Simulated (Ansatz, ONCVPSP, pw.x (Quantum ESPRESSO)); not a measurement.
## silicon (bcc): variants of one ONCV potential in the solid

```
Element                 : silicon (Si)
Generator               : ONCVPSP 4.0.1.1 (patched build)
Type                    : optimised norm-conserving Vanderbilt (ONCV)
Functional              : PBEsol
Relativity              : scalar-relativistic
Frozen core             : [Ne]
Valence charge          : 4
Reference configuration : 3s1.5 3p2.5
Partial waves           : 3s: rc 1.85 bohr, ncon 4, nbas 9, qcut 4.4 1/bohr, 2 projectors, debl 2 Ha; 3p: rc 2.25 bohr, ncon 4, nbas 9, qcut 3.2 1/bohr, 2 projectors, debl 2.5 Ha
Local potential         : polynomial inside 1.60 bohr (lpopt 5, dvloc0 0 Ha)
Core correction         : Teter function, fcfact 5.5, rcfact 1.55
```

Crystal test: bcc Si in pw.x 7.5, no spin, 15³ k-points, Fermi–Dirac smearing 0.01 Ry, cutoffs set for each file from its atomic test. The reference is all-electron LAPW (Ansatz 0.2.0) with the same functional, mesh and smearing; V0 and B0 come from Birch–Murnaghan fits to the pressures at five volumes. Errors are pseudo minus all-electron; Δ is the rms difference of the E(V) curves that follow from these fits, minima aligned, over ±6 % about the mean V0. Mesh and smearing are coarse, so the numbers serve the comparison and aren't converged zero-temperature values; the lattice is a test structure that the element need not adopt.

All-electron: a0 = 3.056 Å (V0 = 14.27 Å³/atom), B0 = 101.5 GPa.

Base: This is a poor potential for the solid.

A dash in a converged row means that the minimum lies outside the volumes sampled.

| change | cutoffs (Ry) | pw.x | a0 (Å) | a0 error (%) | B0 error (%) | Δ (meV/atom) | mean pressure error (GPa) |
| --- | --- | --- | --- | --- | --- | --- | --- |
| base | 50/200 | converged | 3.095 | +1.26 | -1.9 | 12.0 | +4.12 |
| s: qcut 3.6; p: qcut 2.6 | 130/520 | converged | 3.093 | +1.22 | -1.6 | 11.7 | +4.00 |
| p: debl 0.3 | 50/200 | converged | 3.095 | +1.28 | -2.1 | 12.3 | +4.20 |
| local potential polynomial inside 1.55 bohr (lpopt 5, dvloc0 4 Ha) | 50/200 | converged | – | – | – | – | +11.93 |
| local potential polynomial inside 0.82 bohr (lpopt 5, dvloc0 0 Ha) | 50/200 | converged | 3.052 | -0.15 | +2.0 | 1.4 | -0.46 |

Question: Give the row for: reference 3s2 3p2.

Answer: pw.x: converged; mean pressure error (GPa): +3.75; a0 (Å): 3.091; a0 error (%): +1.15; B0 error (%): -1.7; Δ (meV/atom): 11.0.
